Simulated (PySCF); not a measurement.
Compound: C5H12.
Atom-mapped SMILES: `[CH3:1][CH2:2][CH:3]([CH3:4])[CH3:5]` (hydrogens: H6, H7, H8 on C1; H9, H10 on C2; H11 on C3; H12, H13, H14 on C4; H15, H16, H17 on C5)

The same species was optimised twice, with GFN2-xTB and with PBE0-D3(BJ)/def2-SVP (PySCF), and the same property calculations (PySCF, gas phase) were run on both structures.

```csv
coordinate,GFN2-xTB,PBE0-D3(BJ)/def2-SVP,change
C4–H13 (Å),1.088,1.103,+0.015
C5–H16 (Å),1.088,1.103,+0.015
C1–H6 (Å),1.088,1.102,+0.014
C1–H7 (Å),1.087,1.101,+0.014
C4–H12 (Å),1.087,1.100,+0.013
C5–H17 (Å),1.088,1.101,+0.013
C5–H15 (Å),1.088,1.101,+0.013
C2–H9 (Å),1.093,1.106,+0.013
C4–H14 (Å),1.088,1.101,+0.013
C1–H8 (Å),1.088,1.101,+0.013
C3–H11 (Å),1.096,1.107,+0.011
C2–H10 (Å),1.093,1.104,+0.011
C1–C2 (Å),1.524,1.521,-0.003
C3–C5 (Å),1.528,1.525,-0.003
C2–C3 (Å),1.533,1.531,-0.002
C3–C4 (Å),1.527,1.525,-0.002
H9–C2–H10 (°),107.5,105.6,-1.9
C1–C2–C3 (°),113.6,115.1,+1.5
H6–C1–H7 (°),108.5,107.4,-1.1
C2–C3–H11 (°),108.4,107.3,-1.1
C3–C4–H12 (°),111.2,112.2,+1.0
C2–C1–H8 (°),110.2,111.2,+1.0
C4–C3–C5 (°),109.8,110.7,+0.9
C2–C1–H7 (°),111.2,112.1,+0.9
C1–C2–C3–C4 (°),67,61,-6
```

Rotational constants: A = 7364, B = 3388, C = 2599 MHz (GFN2-xTB) against A = 7330, B = 3371, C = 2573 MHz (PBE0-D3(BJ)/def2-SVP). Point groups within 0.08 Å: C1 and C1. Atoms that the bonding makes alike are paired by their places after alignment.

On the GFN2-xTB structure: lowest singlet, TDDFT (eV) 8.24 [B3LYP/def2-SVPD]; lowest triplet, Tamm–Dancoff (eV) 8.09 [B3LYP/def2-SVPD]; isotropic polarisability (au) 63.6 [B3LYP/def2-SVPD]; HOMO (eV) -8.62 [B3LYP/def2-SVPD]; LUMO (eV) 0.52 [B3LYP/def2-SVPD]; dipole (D) 0.09 [B3LYP/def2-SVPD]; HOMO (eV) -8.83 [PBE0/pcSseg-1]; LUMO (eV) 1.53 [PBE0/pcSseg-1]; dipole (D) 0.08 [PBE0/pcSseg-1]; GIAO shielding of C1 (ppm) 171.9 [PBE0/pcSseg-1]; GIAO shielding of C2 (ppm) 151.0 [PBE0/pcSseg-1]; GIAO shielding of C3 (ppm) 152.6 [PBE0/pcSseg-1]; GIAO shielding of C4/C5 (mean) (ppm) 162.2 [PBE0/pcSseg-1].

Question: What do these properties become on the PBE0-D3(BJ)/def2-SVP structure?

Answer: 
```
                                    property            level  on GFN2-xTB  on PBE0-D3(BJ)/def2-SVP  change
                  lowest singlet, TDDFT (eV)  B3LYP/def2-SVPD         8.24                     8.22   -0.02
           lowest triplet, Tamm–Dancoff (eV)  B3LYP/def2-SVPD         8.09                     8.03   -0.06
               isotropic polarisability (au)  B3LYP/def2-SVPD         63.6                     64.8    +1.2
                                   HOMO (eV)  B3LYP/def2-SVPD        -8.62                    -8.61   +0.01
                                   LUMO (eV)  B3LYP/def2-SVPD         0.52                     0.49   -0.03
                                  dipole (D)  B3LYP/def2-SVPD         0.09                     0.10   +0.01
energy, GFN2-xTB geometry as zero (kcal/mol)  B3LYP/def2-SVPD          0.0                     -0.9    -0.9
                                   HOMO (eV)    PBE0/pcSseg-1        -8.83                    -8.80   +0.03
                                   LUMO (eV)    PBE0/pcSseg-1         1.53                     1.48   -0.05
                                  dipole (D)    PBE0/pcSseg-1         0.08                     0.08    0.00
energy, GFN2-xTB geometry as zero (kcal/mol)    PBE0/pcSseg-1          0.0                     -0.5    -0.5
                  GIAO shielding of C1 (ppm)    PBE0/pcSseg-1        171.9                    170.1    -1.8
                  GIAO shielding of C2 (ppm)    PBE0/pcSseg-1        151.0                    150.2    -0.8
                  GIAO shielding of C3 (ppm)    PBE0/pcSseg-1        152.6                    152.5    -0.1
        GIAO shielding of C4/C5 (mean) (ppm)    PBE0/pcSseg-1        162.2                    160.6    -1.6
```

The heavy atoms differ by 0.027 Å rms after alignment. Among all bonds C1–H6, C1–H7, C4–H13 and C5–H16 change most and about equally (+0.014 to +0.015 Å). Changes are differences of the printed values. Neither structure is proved a minimum here.

The values belong to the conformer `[CH3:1][CH2:2][CH:3]([CH3:4])[CH3:5]`: C1–C2–C3–C4 61°.
